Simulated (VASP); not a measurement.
## Cd: relaxation of cell and atoms with LDA

Cd:

```
Cd
1.0
     3.13694    0.00000    0.00000
     1.56847    2.71667    0.00000
     1.56847    0.90556    2.56130
Cd
1
Cartesian
  0.0000 0.0000 0.0000
```

This isn't the form of Cd at room conditions, which is hcp.

```yaml
Program: VASP 6.6.1
Task: relaxation of cell and atoms
Functional: LDA
Potentials_or_basis: VASP PAW LDA potentials, release 54 (Cd)
Cutoff: 600 eV
k_mesh: 10 × 10 × 10
Occupations: methfessel-paxton, width 0.2 eV
Spin: no spin polarisation
Optimiser: FIRE
Further_INCAR_settings: ALGO = Normal; EDIFF = 1.00e-06
```

```
Relaxed volume                         : 20.11 Å³/atom
Relaxed cell                           : a = 3.052 Å, b = 3.052 Å, c = 3.052 Å, α = 60.00°, β = 60.00°, γ = 60.00°
Space group after relaxing (to 0.05 Å) : Fm-3m (No. 225)
Energy gained by relaxing              : 23.9 meV/atom
Ionic steps                            : 18
Pressure after relaxing                : 0.0 GPa
Band gap on the k mesh                 : none (metal or under the smearing width)
```

Step by step:
```
step  energy change (eV)  largest force (eV/Å)  pressure (GPa)  volume (Å³)
   1              0.0000                0.0000           -4.38        21.83
   2             -0.0092                0.0000           -3.59        21.44
   3             -0.0204                0.0000           -1.93        20.75
   4             -0.0233                0.0000            0.61        19.92
   5             -0.0234                0.0000            0.57        19.93
   6             -0.0235                0.0000            0.49        19.95
   7             -0.0236                0.0000            0.38        19.98
   8             -0.0237                0.0000            0.24        20.02
   9             -0.0238                0.0000            0.09        20.07
  10             -0.0239                0.0000           -0.07        20.12
  11             -0.0239                0.0000           -0.07        20.12
  12             -0.0239                0.0000           -0.07        20.12
  13             -0.0239                0.0000           -0.06        20.12
  14             -0.0239                0.0000           -0.06        20.11
  15             -0.0239                0.0000           -0.05        20.11
  16             -0.0239                0.0000           -0.05        20.11
  17             -0.0239                0.0000           -0.04        20.11
  18             -0.0239                0.0000           -0.03        20.11
```

Final structure:
```
Cd
1.0
     3.05218    0.00000    0.00000
     1.52609    2.64327    0.00000
     1.52609    0.88109    2.49210
Cd
1
Direct
  0.00000 0.00000 0.00000
```

Levels at points of the mesh, in eV from the Fermi level:
```csv
k point,band 4,band 5,band 6,band 7,band 8,band 9
"(0.00, 0.00, 0.00)",-9.48,-8.93,-8.93,14.10,15.52,15.52
"(0.50, 0.00, 0.00)",-8.48,-8.48,-2.82,-1.38,13.02,13.02
"(0.50, 0.50, 0.00)",-8.37,-8.37,-1.21,1.50,6.84,6.84
```

It took 110 s on 1 thread of Intel(R) Xeon(R) Platinum 8488C (Sapphire Rapids), on a shared host, peak memory 0.13 GiB.
